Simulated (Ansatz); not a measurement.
`BCC(C)=O` + `N=CF` → `BN=CF` + `CC(C)=O` at 400 K and 1 bar (ligand exchange at a B–C bond).

Gas-phase electronic energies from Ansatz, PBE0-D4/def2-TZVP geometries. CCSD(T)/CBS adds triple-zeta CCSD(T) − MP2 to the extrapolated MP2 energy (def2 sets, frozen cores). This one scheme is used for every species. Each species was taken in one conformer, which may not be the lowest.

```json
{"species": "`BCC(C)=O`", "CCSD(T)/CBS energy (Eh)": "-218.31379", "H − E (kJ/mol)": "279.0", "S (J/(mol·K))": "363.9"}
{"species": "`N=CF`", "CCSD(T)/CBS energy (Eh)": "-193.72220", "H − E (kJ/mol)": "103.2", "S (J/(mol·K))": "262.4"}
{"species": "`BN=CF`", "CCSD(T)/CBS energy (Eh)": "-219.13545", "H − E (kJ/mol)": "139.2", "S (J/(mol·K))": "306.7"}
{"species": "`CC(C)=O`", "CCSD(T)/CBS energy (Eh)": "-192.94016", "H − E (kJ/mol)": "245.2", "S (J/(mol·K))": "326.6"}
```

H − E and S are ideal-gas, rigid-rotor, harmonic terms from PBE0-D4/def2-TZVP, for one conformer and one mirror image of each species. 1 Eh = 2625.50 kJ/mol, R = 8.31446 J/(mol·K).

Question: By hand: ΔE, ΔH, ΔS and ΔG.

Answer: ΔE = (-219.13545) + (-192.94016) − (-218.31379) − (-193.72220) = -0.03962 Eh = -104.0 kJ/mol. Δ(H − E) = 139.2 + 245.2 − 279.0 − 103.2 = 2.2, so ΔH = -101.8 kJ/mol. ΔS = 306.7 + 326.6 − 363.9 − 262.4 = 7.0 J/(mol·K). ΔG = -101.8 − 400 × (7.0)/1000 = -104.6 kJ/mol.

Question: By hand: the equilibrium constant, and the temperature at which ΔG would vanish if ΔH and ΔS stayed fixed.

Answer: log₁₀ K = −ΔG/(RT ln 10) = 13.7. ΔH and −TΔS have one sign here, so there is no such temperature.

The number of gas molecules stays the same, so ΔS is small and ΔH decides. A doubt of 5 kJ/mol in ΔE shifts log₁₀ K by 0.7 here. Other conformers and mirror images would add mixing entropy, several J/(mol·K) or more a flexible species. Modes under 60 cm⁻¹, often nearly free rotors, make the harmonic entropy too high. These are equilibria of isolated gas molecules and say nothing of rates. Largest T1 diagnostic: 0.015 (customary marks: 0.02 for closed shells, 0.045 for open ones).

ΔS is within the doubt of such terms, so its sign, and with it that verdict, could turn.
